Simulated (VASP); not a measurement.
# CdS (F-43m) in VASP: band structure with PBE+D3(BJ)

Aim: the band structure of CdS with PBE+D3(BJ).

All numbers are computed with VASP 6.6.1; they aren't measurements. Logs are shortened: lines on timing, memory, paths and dates and some standing lists are left out, and cuts for length are marked.

## Step 1: Starting point

The structure is cubic, space group F-43m (No. 216). Conventional cell: a = 5.863 Å, b = 5.863 Å, c = 5.863 Å, α = 90.00°, β = 90.00°, γ = 90.00°. Cd (site symmetry -43m) has 4 S at 2.54 Å as nearest neighbours. S (site symmetry -43m) is surrounded by 4 Cd at 2.54 Å.

The cell was built by a generator and needn't be a form met in nature.

## Step 2: Band structure, PBE+D3(BJ)

INCAR

```
PREC = Accurate
ENCUT = 520
EDIFF = 1E-6
ISMEAR = 0
SIGMA = 0.02
LREAL = False
LASPH = True
NELM = 80
ALGO = Normal
ISIF = 2
LWAVE = False
LCHARG = False
GGA = PE
IVDW = 12
NBANDS = 16
```

KPOINTS

```
regular mesh
0
Gamma
  10 10 10
```

POSCAR

```
CdS                                     
1.0
    0.0000000000      2.9313751467      2.9313751467
    2.9313751467      0.0000000000      2.9313751467
    2.9313751467      2.9313751467      0.0000000000
  Cd              S             
     1     1
Direct
     0.0000000000000000    0.0000000000000000    0.0000000000000000
     0.2500000000000000    0.2500000000000000    0.2500000000000000
```

KPOINTS_OPT

```
path GXWKGLUWLK,UX
15
line-mode
reciprocal
 0.0000000000  0.0000000000  0.0000000000  G
 0.5000000000  0.0000000000  0.5000000000  X

 0.5000000000  0.0000000000  0.5000000000  X
 0.5000000000  0.2500000000  0.7500000000  W

 0.5000000000  0.2500000000  0.7500000000  W
 0.3750000000  0.3750000000  0.7500000000  K

 0.3750000000  0.3750000000  0.7500000000  K
 0.0000000000  0.0000000000  0.0000000000  G

 0.0000000000  0.0000000000  0.0000000000  G
 0.5000000000  0.5000000000  0.5000000000  L

 0.5000000000  0.5000000000  0.5000000000  L
 0.6250000000  0.2500000000  0.6250000000  U

 0.6250000000  0.2500000000  0.6250000000  U
 0.5000000000  0.2500000000  0.7500000000  W

 0.5000000000  0.2500000000  0.7500000000  W
 0.5000000000  0.5000000000  0.5000000000  L

 0.5000000000  0.5000000000  0.5000000000  L
 0.3750000000  0.3750000000  0.7500000000  K

 0.6250000000  0.2500000000  0.6250000000  U
 0.5000000000  0.0000000000  0.5000000000  X
```

Potentials or basis: VASP PAW PBE potentials, release 64 (Cd, S).

Run with:

```
$ cat potpaw_PBE.64/Cd/POTCAR potpaw_PBE.64/S/POTCAR > POTCAR
$ mpirun -np 1 vasp_std > vasp.out
```

OUTCAR:

```text
PREC = Accurate
   ENCUT = 520
   EDIFF = 1E-6
   ISMEAR = 0
   LREAL = False
   LASPH = True
   NELM = 80
   ISIF = 2
   GGA = PE
   IVDW = 12
 IVDW          = 12

 ion  position               nearest neighbor table
   1  0.000  0.000  0.000-   2 2.54   2 2.54   2 2.54   2 2.54
   2  0.250  0.250  0.250-   1 2.54   1 2.54   1 2.54   1 2.54

  LATTYP: Found a face centered cubic cell.
 ALAT       =     5.8627502934

  Lattice vectors:

 A1 = (   0.0000000000,   2.9313751467,   2.9313751467)
 A2 = (   2.9313751467,   0.0000000000,   2.9313751467)
 A3 = (   2.9313751467,   2.9313751467,   0.0000000000)

Analysis of symmetry for initial positions (statically):
=====================================================================
 Subroutine PRICEL returns:
 Original cell was already a primitive cell.

 Routine SETGRP: Setting up the symmetry group for a
 face centered cubic supercell.

 Subroutine GETGRP returns: Found 24 space group operations
 (whereof 24 operations were pure point group operations)
 out of a pool of 48 trial point group operations.

The static configuration has the point symmetry T_d .

Analysis of symmetry for dynamics (positions and initial velocities):
=====================================================================
 Subroutine PRICEL returns:
 Original cell was already a primitive cell.

 Routine SETGRP: Setting up the symmetry group for a
 face centered cubic supercell.

 Subroutine GETGRP returns: Found 24 space group operations
 (whereof 24 operations were pure point group operations)
 out of a pool of 48 trial point group operations.

The dynamic configuration has the point symmetry T_d .

 Subroutine INISYM returns: Found 24 space group operations
 (whereof 24 operations are pure point group operations),
 and found     1 'primitive' translations

----------------------------------------------------------------------------------------

                                     Primitive cell

  volume of cell :      50.3784

  direct lattice vectors                    reciprocal lattice vectors
     0.000000000  2.931375147  2.931375147    -0.170568411  0.170568411  0.170568411
     2.931375147  0.000000000  2.931375147     0.170568411 -0.170568411  0.170568411
     2.931375147  2.931375147  0.000000000     0.170568411  0.170568411 -0.170568411

  length of vectors
     4.145590489  4.145590489  4.145590489     0.295433154  0.295433154  0.295433154

  position of ions in fractional coordinates (direct lattice)
     0.000000000  0.000000000  0.000000000
     0.250000000  0.250000000  0.250000000

  ion indices of the primitive-cell ions
   primitive index   ion index
                 1           1
                 2           2

----------------------------------------------------------------------------------------

 KPOINTS: regular mesh

Automatic generation of k-mesh.
 Grid dimensions read from file:
 generate k-points for:   10   10   10

 Generating k-lattice:

  Cartesian coordinates                     Fractional coordinates (reciprocal lattice)
    -0.017056841  0.017056841  0.017056841     0.100000000  0.000000000  0.000000000
     0.017056841 -0.017056841  0.017056841     0.000000000  0.100000000  0.000000000
     0.017056841  0.017056841 -0.017056841     0.000000000  0.000000000  0.100000000

  Length of vectors
     0.029543315  0.029543315  0.029543315

  Shift w.r.t. Gamma in fractional coordinates (k-lattice)
     0.000000000  0.000000000  0.000000000

 Subroutine IBZKPT returns following result:
 ===========================================

 Found     47 irreducible k-points:

 Following reciprocal coordinates:
            Coordinates               Weight
  0.000000  0.000000  0.000000      1.000000
  0.100000  0.000000  0.000000      8.000000
  0.200000  0.000000  0.000000      8.000000
  0.300000  0.000000  0.000000      8.000000
  0.400000  0.000000  0.000000      8.000000
  0.500000  0.000000  0.000000      4.000000
[... 16 lines left out ...]
  0.300000  0.300000  0.000000      6.000000
  0.400000  0.300000  0.000000     24.000000
 [... further k-points ...]
   k-points           NKPTS =     47   k-points in BZ     NKDIM =     47   number of bands    NBANDS=     16
   number of dos      NEDOS =    301   number of ions     NIONS =      2
   total plane-waves  NPLWV =  32768
   dimension x,y,z NGX =    32 NGY =   32 NGZ =   32
   dimension x,y,z NGXF=    64 NGYF=   64 NGZF=   64
   ions per type =               1   1
   NGX,Y,Z   is equivalent  to a cutoff of  12.83, 12.83, 12.83 a.u.
   NGXF,Y,Z  is equivalent  to a cutoff of  25.67, 25.67, 25.67 a.u.
 SYSTEM =  unknown system
   PREC   = accura    normal or accurate (medium, high low for compatibility)
   ISTART =      0    job   : 0-new  1-cont  2-samecut
   ICHARG =      2    charge: 1-file 2-atom 10-const
   ISPIN  =      1    spin polarized calculation?
   LNONCOLLINEAR =      F non collinear calculations
   LSORBIT =      F    spin-orbit coupling
   LASPH  =      T    aspherical Exc in radial PAW
   ENCUT  =  520.0 eV  38.22 Ry    6.18 a.u.   7.71  7.71  7.71*2*pi/ulx,y,z
   NELM   =     80;   NELMIN=  2; NELMDL= -5     # of ELM steps
   EDIFF  = 0.1E-05   stopping-criterion for ELM
   LREAL  =      F    real-space projection
   EDIFFG = 0.1E-04   stopping-criterion for IOM
   NSW    =      0    number of steps for IOM
   IBRION =     -1    ionic relax: 0-MD 1-quasi-New 2-CG
   NFREE  =      0    steps in history (QN), initial steepest desc. (CG)
   ISIF   =      2    stress and relaxation
   ISYM   =      2    0-nonsym 1-usesym 2-fastsym
   POTIM  = 0.5000    time-step for ionic-motion
   TEBEG  =    0.0;   TEEND  =   0.0 temperature during run
   PSTRESS=    0.0 pullay stress
   NELECT =      18.0000    total number of electrons
   NUPDOWN=      -1.0000    fix difference up-down
   EMIN   =  10.00;   EMAX   =-10.00  energy-range for DOS
   EFERMI =   0.00;   METHOD = LEGACY
   ISMEAR =     0;   SIGMA  =   0.02  broadening in eV -4-tet -1-fermi 0-gaus
   EFERMI_NEDOS =   21; number of points for ismear=-14 and -15
   IALGO  =     38    algorithm
   IMIX   =      4    mixing-type and parameters
     AMIX     =   0.40;   BMIX     =  1.00
     AMIX_MAG =   1.60;   BMIX_MAG =  1.00
  volume/ion in A,a.u.               =      25.19       169.99
  Fermi-wavevector in a.u.,A,eV,Ry     =   1.161674  2.195246 18.360878  1.349486
  Thomas-Fermi vector in A             =   2.298243
   LORBIT       =      0    0 simple, 1 ext, 2 COOP (PROOUT), +10 PAW based schemes
   GGA     = PE    functional components
   LHFCALC =     F    Hartree Fock is set to
   AEXX    =    0.0000 exact exchange contribution
   IVDW    =    12    specifies the selected vdW correction
   LEPSILON=     F    determine dielectric tensor
   LRPA    =     F    only Hartree local field effects (RPA)
 non-spin polarized calculation
 Gauss-broadening in eV      SIGMA  =   0.02
  energy-cutoff  :      520.00
  volume of cell :       50.38
 maximum number of plane-waves:      1380
   NGX = 15   NGY = 15   NGZ = 15

 number of electron      18.0000005 magnetization

 Free energy of the ion-electron system (eV)
  ---------------------------------------------------
  ext. energy  EPLUGINS =         0.00000000
  ---------------------------------------------------
  free energy    TOTEN  =        -6.13451119 eV

  energy without entropy =       -6.13451119  energy(sigma->0) =       -6.13451119

 E-fermi :   1.3058     XC(G=0):  -9.0785

 val. band max:        1.1841983374   @ k =   0.0000   0.0000   0.0000
 cond. band min:       2.3004814123   @ k =   0.0000   0.0000   0.0000
 fundamental gap:      1.1162830748
 Fermi energy:         1.3058475180

 k-point     1 :       0.0000    0.0000    0.0000
  band No.  band energies     occupation
      1     -11.0929      2.00000
      2      -6.4893      2.00000
      3      -6.4893      2.00000
      4      -6.4893      2.00000
      5      -6.0300      2.00000
      6      -6.0300      2.00000
[... 8 lines left out ...]
     15      12.6417      0.00000
     16      12.6417      0.00000

 k-point     2 :       0.1000    0.0000    0.0000
  band No.  band energies     occupation
      1     -11.0538      2.00000
      2      -6.4751      2.00000
      3      -6.4751      2.00000
      4      -6.4560      2.00000
      5      -6.0308      2.00000
      6      -6.0308      2.00000
[... 8 lines left out ...]
     15      12.1938      0.00000
     16      13.0409      0.00000

 k-point     3 :       0.2000    0.0000    0.0000
  band No.  band energies     occupation
      1     -10.9510      2.00000
      2      -6.4402      2.00000
      3      -6.4402      2.00000
      4      -6.3426      2.00000
      5      -6.0296      2.00000
      6      -6.0296      2.00000
[... 8 lines left out ...]
     15      11.7862      0.00000
     16      12.7770      0.00000

 k-point     4 :       0.3000    0.0000    0.0000
  band No.  band energies     occupation
      1     -10.8235      2.00000
      2      -6.4035      2.00000
      3      -6.4035      2.00000
      4      -6.1254      2.00000
      5      -6.0194      2.00000
      6      -6.0194      2.00000
[... 8 lines left out ...]
     15      12.0341      0.00000
     16      12.2607      0.00000
[... 324 lines left out ...]
 k-point    22 :      -0.2000    0.2000    0.0000
  band No.  band energies     occupation
      1     -10.7808      2.00000
      2      -6.3800      2.00000
      3      -6.3663      2.00000
      4      -6.1247      2.00000
      5      -6.0484      2.00000
      6      -5.9544      2.00000
[... 8 lines left out ...]
     15      13.1598      0.00000
     16      14.7224      0.00000

 k-point    23 :       0.3000    0.3000    0.0000
  band No.  band energies     occupation
      1     -10.7372      2.00000
      2      -6.2837      2.00000
      3      -6.2837      2.00000
      4      -6.2782      2.00000
      5      -5.9888      2.00000
      6      -5.9756      2.00000
[... 8 lines left out ...]
     15      13.1670      0.00000
     16      16.2900      0.00000

 k-point    24 :       0.4000    0.3000    0.0000
  band No.  band energies     occupation
      1     -10.6577      2.00000
      2      -6.2903      2.00000
      3      -6.2421      2.00000
      4      -6.2028      2.00000
      5      -5.9667      2.00000
      6      -5.8423      2.00000
[... 8 lines left out ...]
     15      13.5072      0.00000
     16      15.6680      0.00000

 [... further k-points ...]

------------------------ aborting loop because EDIFF is reached ----------------------------------------

 Edisp (eV)   -0.60282

 E8    (eV) :    -0.2455

  FORCE on cell =-STRESS in cart. coord.  units (eV):
  Direction    XX          YY          ZZ          XY          YZ          ZX
  --------------------------------------------------------------------------------------
  -------------------------------------------------------------------------------------
  Total       0.01244     0.01244     0.01244     0.00000    -0.00000     0.00000
  in kB       0.39552     0.39552     0.39552     0.00000    -0.00000     0.00000
  external pressure =        0.40 kB  Pullay stress =        0.00 kB

 VOLUME and BASIS-vectors are now :
 -----------------------------------------------------------------------------
  energy-cutoff  :      520.00
  volume of cell :       50.38
      direct lattice vectors                 reciprocal lattice vectors
     0.000000000  2.931375147  2.931375147    -0.170568411  0.170568411  0.170568411
     2.931375147  0.000000000  2.931375147     0.170568411 -0.170568411  0.170568411
     2.931375147  2.931375147  0.000000000     0.170568411  0.170568411 -0.170568411

 POSITION                                       TOTAL-FORCE (eV/Angst)
 -----------------------------------------------------------------------------------
      0.00000      0.00000      0.00000         0.000000      0.000000      0.000000
      1.46569      1.46569      1.46569        -0.000000     -0.000000     -0.000000
 -----------------------------------------------------------------------------------
    total drift:                               -0.000000     -0.000000     -0.000000

  FREE ENERGIE OF THE ION-ELECTRON SYSTEM (eV)
  ---------------------------------------------------
  free  energy   TOTEN  =        -6.7373325552 eV

  energy  without entropy=       -6.7373325552  energy(sigma->0) =       -6.73733256
```

It took 29 s on 1 thread of Intel Xeon 6975P-C (Granite Rapids), shared host; peak memory 0.2 GiB.

Results:

* Free energy: -6.7373 eV
* Pressure: 0.0 GPa
* Band gap on the k mesh: 1.12 eV, direct
* Band gap along the path: 1.12 eV, direct
* Dispersion energy per atom: -0.301 eV

Levels at the corners of the path, in eV from the valence-band top:
```tsv
point	band 6	band 7	band 8	band 9	band 10	band 11	band 12	band 13
Γ	-7.21	0.00	0.00	0.00	1.12	6.55	6.55	6.55
X	-6.78	-3.89	-1.83	-1.83	3.58	4.33	9.17	10.69
X	-6.78	-3.89	-1.83	-1.83	3.58	4.33	9.17	10.69
W	-6.61	-3.83	-2.20	-2.14	5.37	5.44	7.22	8.07
W	-6.61	-3.83	-2.20	-2.14	5.37	5.44	7.22	8.07
K	-6.66	-3.86	-2.47	-1.49	4.24	5.42	8.48	9.03
K	-6.66	-3.86	-2.47	-1.49	4.24	5.42	8.48	9.03
Γ	-7.21	0.00	0.00	0.00	1.12	6.55	6.55	6.55
Γ	-7.21	0.00	0.00	0.00	1.12	6.55	6.55	6.55
L	-6.85	-4.31	-0.73	-0.73	2.99	7.01	7.01	7.43
L	-6.85	-4.31	-0.73	-0.73	2.99	7.01	7.01	7.43
U	-6.66	-3.86	-2.47	-1.49	4.24	5.42	8.48	9.03
U	-6.66	-3.86	-2.47	-1.49	4.24	5.42	8.48	9.03
W	-6.61	-3.83	-2.20	-2.14	5.37	5.44	7.22	8.07
W	-6.61	-3.83	-2.20	-2.14	5.37	5.44	7.22	8.07
L	-6.85	-4.31	-0.73	-0.73	2.99	7.01	7.01	7.43
L	-6.85	-4.31	-0.73	-0.73	2.99	7.01	7.01	7.43
K	-6.66	-3.86	-2.47	-1.49	4.24	5.42	8.48	9.03
U	-6.66	-3.86	-2.47	-1.49	4.24	5.42	8.48	9.03
X	-6.78	-3.89	-1.83	-1.83	3.58	4.33	9.17	10.69
```

As with any semilocal functional, this PBE gap is likely too small.
